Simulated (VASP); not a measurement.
# Cd (P6_3/mmc) in VASP: notebook, part 2 of 2

VASP 6.6.1. Earlier steps stand in the parts before.

### 4 Single point, PBEsol

Input file INCAR:

```
SYSTEM = Cd
ALGO     = Normal         ! electronic algorithm
EDIFF    = 1E-6           ! SCF threshold, eV
ENCUT    = 520            ! plane-wave cutoff, eV
GGA      = PS             ! functional
ISIF     = 2              ! what is computed and relaxed
ISMEAR   = 0              ! smearing method
LASPH    = .TRUE.         ! aspherical terms in the spheres
LCHARG   = .FALSE.        ! write CHGCAR
LREAL    = .FALSE.        ! projectors in reciprocal space
LWAVE    = .FALSE.        ! write WAVECAR
NELM     = 60             ! most SCF steps
PREC     = Accurate       ! precision mode
SIGMA    = 0.5            ! smearing width, eV
```

Input file KPOINTS:

```
k-points
0
G
  18 18 8
  0 0 0
```

Input file POSCAR:

```
Cd
1.0
    2.9511000000      0.0000000000      0.0000000000
   -1.4755500000      2.5557300000      0.0000000000
    0.0000000000      0.0000000000      5.6024900000
Cd
2
Direct
    0.3333300000      0.6666700000      0.2500000000
    0.6666700000      0.3333300000      0.7500000000
```

Potentials or basis: VASP PAW PBE potentials, release 64 (Cd).

Started as:

```
> cat potpaw_PBE.64/Cd/POTCAR > POTCAR
> mpirun -np 1 vasp_std > vasp.out
```

OUTCAR:

```text
SYSTEM = Cd
   EDIFF = 1E-6
   ENCUT = 520
   GGA = PS
   ISIF = 2
   ISMEAR = 0
   LASPH = .TRUE.
   LREAL = .FALSE.
   NELM = 60
   PREC = Accurate

 ion  position               nearest neighbor table
   1  0.333  0.667  0.250-   2 3.28   2 3.28   2 3.28   2 3.28   2 3.28   2 3.28
   2  0.667  0.333  0.750-   1 3.28   1 3.28   1 3.28   1 3.28   1 3.28   1 3.28

  LATTYP: Found a hexagonal cell.
 ALAT       =     2.9511000000
 C/A-ratio  =     1.8984412592

  Lattice vectors:

 A1 = (   2.9511000000,   0.0000000000,   0.0000000000)
 A2 = (  -1.4755500000,   2.5557300000,   0.0000000000)
 A3 = (   0.0000000000,   0.0000000000,   5.6024900000)

Analysis of symmetry for initial positions (statically):
=====================================================================
 Subroutine PRICEL returns:
 Original cell was already a primitive cell.

 Routine SETGRP: Setting up the symmetry group for a
 hexagonal supercell.

 Subroutine GETGRP returns: Found  8 space group operations
 (whereof  4 operations were pure point group operations)
 out of a pool of 24 trial point group operations.

The static configuration has the point symmetry C_2h.
 The point group associated with its full space group is D_2h.

Analysis of symmetry for dynamics (positions and initial velocities):
=====================================================================
 Subroutine PRICEL returns:
 Original cell was already a primitive cell.

 Routine SETGRP: Setting up the symmetry group for a
 hexagonal supercell.

 Subroutine GETGRP returns: Found  8 space group operations
 (whereof  4 operations were pure point group operations)
 out of a pool of 24 trial point group operations.

The dynamic configuration has the point symmetry C_2h.
 The point group associated with its full space group is D_2h.

 Subroutine INISYM returns: Found  8 space group operations
 (whereof  4 operations are pure point group operations),
[... 115 lines left out ...]
     AMIX     =   0.40;   BMIX     =  1.00
     AMIX_MAG =   1.60;   BMIX_MAG =  1.00
  volume/ion in A,a.u.               =      21.13       142.58
  Fermi-wavevector in a.u.,A,eV,Ry     =   1.355768  2.562029 25.008947  1.838106
  Thomas-Fermi vector in A             =   2.482827
   LORBIT       =      0    0 simple, 1 ext, 2 COOP (PROOUT), +10 PAW based schemes
   GGA     = PS    functional components
   LHFCALC =     F    Hartree Fock is set to
   AEXX    =    0.0000 exact exchange contribution
   IVDW    =     0    specifies the selected vdW correction
   LEPSILON=     F    determine dielectric tensor
   LRPA    =     F    only Hartree local field effects (RPA)
 non-spin polarized calculation
 Gauss-broadening in eV      SIGMA  =   0.50
  energy-cutoff  :      520.00
  volume of cell :       42.26
 maximum number of plane-waves:      1173
 NGX is ok and might be reduce to    24
   NGX = 11   NGY = 11   NGZ = 21

 number of electron      24.0000004 magnetization

 Free energy of the ion-electron system (eV)
  ---------------------------------------------------
  ext. energy  EPLUGINS =         0.00000000
  ---------------------------------------------------
  free energy    TOTEN  =        -2.43042655 eV

  energy without entropy =       -2.36611767  energy(sigma->0) =       -2.39827211

 E-fermi :   2.9644     XC(G=0): -11.3229

 val. band max:        2.9460636961   @ k =  -0.4444   0.3889   0.0000
 cond. band min:       3.0008555387   @ k =  -0.2778  -0.3889   0.5000
 fundamental gap:      0.0547918426
 Fermi energy:         2.9643772340

 k-point     1 :       0.0000    0.0000    0.0000
  band No.  band energies     occupation
      1      -7.0007      2.00000
      2      -6.7337      2.00000
      3      -6.3088      2.00000
      4      -6.3088      2.00000
      5      -6.2561      2.00000
      6      -6.2561      2.00000
[... 433 lines left out ...]
      3      -6.3873      2.00000
      4      -6.3096      2.00000
      5      -6.0920      2.00000
      6      -6.0897      2.00000
[... 8 lines left out ...]
     15      14.1455      0.00000
     16      14.5120      0.00000

 [... further k-points ...]

------------------------ aborting loop because EDIFF is reached ----------------------------------------

  FORCE on cell =-STRESS in cart. coord.  units (eV):
  Direction    XX          YY          ZZ          XY          YZ          ZX
  --------------------------------------------------------------------------------------
  -------------------------------------------------------------------------------------
  Total        0.1827941      0.1827717     -0.0629902     -0.0000196      0.0000000     -0.0000000
  in kB        6.9309487      6.9301017     -2.3883793     -0.0007449      0.0000000     -0.0000000
  external PRESSURE =       3.8242237 kB  Pullay stress =       0.0000000 kB

 VOLUME and BASIS-vectors are now :
 -----------------------------------------------------------------------------
  energy-cutoff  :      520.00
  volume of cell :       42.26
      direct lattice vectors                 reciprocal lattice vectors
     2.951100000  0.000000000  0.000000000     0.338856698  0.195638819  0.000000000
    -1.475550000  2.555730000  0.000000000     0.000000000  0.391277639  0.000000000
     0.000000000  0.000000000  5.602490000     0.000000000  0.000000000  0.178492063

 POSITION                                       TOTAL-FORCE (eV/Angst)
 -----------------------------------------------------------------------------------
     -0.00001      1.70383      1.40062         0.000009     -0.000005     -0.000000
      1.47556      0.85190      4.20187        -0.000009      0.000005      0.000000
 -----------------------------------------------------------------------------------
    total drift:                                0.000000      0.000000      0.000000

  FREE ENERGIE OF THE ION-ELECTRON SYSTEM (eV)
  ---------------------------------------------------
  free  energy   TOTEN  =        -2.4304265485 eV

  energy  without entropy=       -2.3661176712  energy(sigma->0) =       -2.39827211
```

stdout:

```text
POSCAR found type information on POSCAR Cd
 POSCAR found :  1 types and       2 ions
 scaLAPACK will be used
 -----------------------------------------------------------------------------
|                                                                             |
|                                                                             |
|     You enforced a specific xc type in the INCAR file but a different       |
|     I HOPE YOU KNOW WHAT YOU ARE DOING!                                     |
|                                                                             |
 -----------------------------------------------------------------------------

 LDA part: xc-table for (Slater+PW92), standard interpolation
 POSCAR, INCAR and KPOINTS ok, starting setup
 FFT: planning ... GRIDC
 FFT: planning ... GRID_SOFT
 FFT: planning ... GRID
 WAVECAR not read
 entering main loop
```

Wall time 65 s (1 thread of Intel Xeon 6975P-C (Granite Rapids), shared host); peak memory 0.37 GiB.

What came out:

```
Free energy            : -2.4304 eV
Pressure               : 0.4 GPa
Band gap on the k mesh : none (metal or under the smearing width)
```

Stress tensor (GPa, compression positive):
```
 0.69  0.00  0.00
 0.00  0.69  0.00
 0.00  0.00 -0.24
```

Caveat: the PAW data sets were made with another functional, which shifts forces and pressure a little.

### 5 Single point, PBEsol

INCAR, as its differences from that of step 4:

```diff
@@ -3,3 +3,3 @@
 EDIFF    = 1E-6           ! SCF threshold, eV
-ENCUT    = 520            ! plane-wave cutoff, eV
+ENCUT    = 900            ! plane-wave cutoff, eV
 GGA      = PS             ! functional
@@ -13,2 +13,2 @@
 PREC     = Accurate       ! precision mode
-SIGMA    = 0.5            ! smearing width, eV
+SIGMA    = 0.1            ! smearing width, eV
```

KPOINTS is that of step 4.

POSCAR is that of step 4.

Started as:

```
> cat potpaw_PBE.64/Cd/POTCAR > POTCAR
> mpirun -np 1 vasp_std > vasp.out
```

Wall time 3 min (1 thread of Intel Xeon 6975P-C (Granite Rapids), shared host); peak memory 0.68 GiB.

It converged, with:

```
Free energy            : -2.4017 eV
Pressure               : 0.1 GPa
Band gap on the k mesh : none (metal or under the smearing width)
```

Levels at points of the mesh, in eV from the Fermi level:
```csv
k point,band 10,band 11,band 12,band 13,band 14,band 15
"(0.00, 0.00, 0.00)",-8.52,-8.52,-3.28,-3.18,10.41,14.51
"(0.50, 0.00, 0.00)",-8.22,-2.49,-1.92,1.88,2.94,3.16
"(0.50, 0.50, 0.00)",-8.22,-2.49,-1.92,1.88,2.94,3.17
"(0.00, 0.00, 0.50)",-8.63,-7.61,-7.61,3.56,3.56,14.85
"(0.50, 0.00, 0.50)",-8.23,-1.70,-1.70,0.06,0.06,8.02
"(0.50, 0.50, 0.50)",-8.23,-1.70,-1.70,0.06,0.06,8.02
```

Caveat: the PAW data sets were made with another functional, which shifts forces and pressure a little.

### 6 Single point, r2SCAN

Input file INCAR:

```
SYSTEM = Cd
ALGO     = Normal         ! electronic algorithm
EDIFF    = 1E-6           ! SCF threshold, eV
ENCUT    = 520            ! plane-wave cutoff, eV
ISIF     = 2              ! what is computed and relaxed
ISMEAR   = 0              ! smearing method
LASPH    = .TRUE.         ! aspherical terms in the spheres
LCHARG   = .FALSE.        ! write CHGCAR
LMIXTAU  = .TRUE.       
LREAL    = .FALSE.        ! projectors in reciprocal space
LWAVE    = .FALSE.        ! write WAVECAR
METAGGA  = R2SCAN         ! meta-GGA
NELM     = 60             ! most SCF steps
PREC     = Accurate       ! precision mode
SIGMA    = 0.1            ! smearing width, eV
```

KPOINTS is that of step 5.

POSCAR is that of step 5.

Potentials or basis: VASP PAW PBE potentials, release 64 (Cd).

Started as:

```
> cat potpaw_PBE.64/Cd/POTCAR > POTCAR
> mpirun -np 1 vasp_std > vasp.out
```

It took 8.2 min on 1 thread of Intel Xeon 6975P-C (Granite Rapids), shared host; peak memory 0.38 GiB.

It converged, with:

```yaml
Free_energy: -40.1870 eV
Pressure: 2.4 GPa
Band_gap_on_the_k_mesh: none (metal or under the smearing width)
```

Stress tensor (GPa, compression positive):
```
2.28 0.00 0.00
0.00 2.28 0.00
0.00 0.00 2.57
```

Levels at points of the mesh, in eV from the Fermi level:
| k point | band 9 | band 10 | band 11 | band 12 | band 13 | band 14 | band 15 | band 16 |
| --- | --- | --- | --- | --- | --- | --- | --- | --- |
| (0.00, 0.00, 0.00) | -9.33 | -9.07 | -9.07 | -3.37 | -3.35 | 10.84 | 15.13 | 15.45 |
| (0.50, 0.00, 0.00) | -8.76 | -8.74 | -2.61 | -2.00 | 1.98 | 3.12 | 3.37 | 5.45 |
| (0.50, 0.50, 0.00) | -8.76 | -8.74 | -2.61 | -2.00 | 1.98 | 3.12 | 3.37 | 5.45 |
| (0.00, 0.00, 0.50) | -9.18 | -9.18 | -7.91 | -7.91 | 3.71 | 3.71 | 15.46 | 15.46 |
| (0.50, 0.00, 0.50) | -8.75 | -8.75 | -1.82 | -1.82 | 0.14 | 0.14 | 8.46 | 8.46 |
| (0.50, 0.50, 0.50) | -8.75 | -8.75 | -1.82 | -1.82 | 0.14 | 0.14 | 8.46 | 8.46 |

Caveat: the PAW data sets were made with another functional, which shifts forces and pressure a little.

### 7 Summary

| level | k mesh | cutoff (eV) | smearing | gap on the mesh (eV) | pressure (GPa) |
| --- | --- | --- | --- | --- | --- |
| PBEsol | 18 × 18 × 8 | 700 | gaussian 0.1 eV | none | 0.1 |
| PBEsol | 24 × 24 × 12 | 520 | gaussian 0.1 eV | none | 0.1 |
| PBEsol | 18 × 18 × 8 | 520 | gaussian 0.5 eV | none | 0.4 |
| PBEsol | 18 × 18 × 8 | 900 | gaussian 0.1 eV | none | 0.1 |
| r2SCAN | 18 × 18 × 8 | 520 | gaussian 0.1 eV | none | 2.4 |

Alike in all rows: task single point; potentials or basis VASP PAW PBE potentials, release 64 (Cd); no spin polarisation; cell as given.

Every run on the cell as given and a fine mesh finds a metal. The pressure there spans 0.1 GPa (PBEsol) to 2.4 GPa (r2SCAN); a positive pressure means that this level wants a larger cell, a negative one a smaller.

Caveats: the PAW data sets were made with another functional, which shifts forces and pressure a little.

Absolute energies hang on the potentials; compare differences alone.
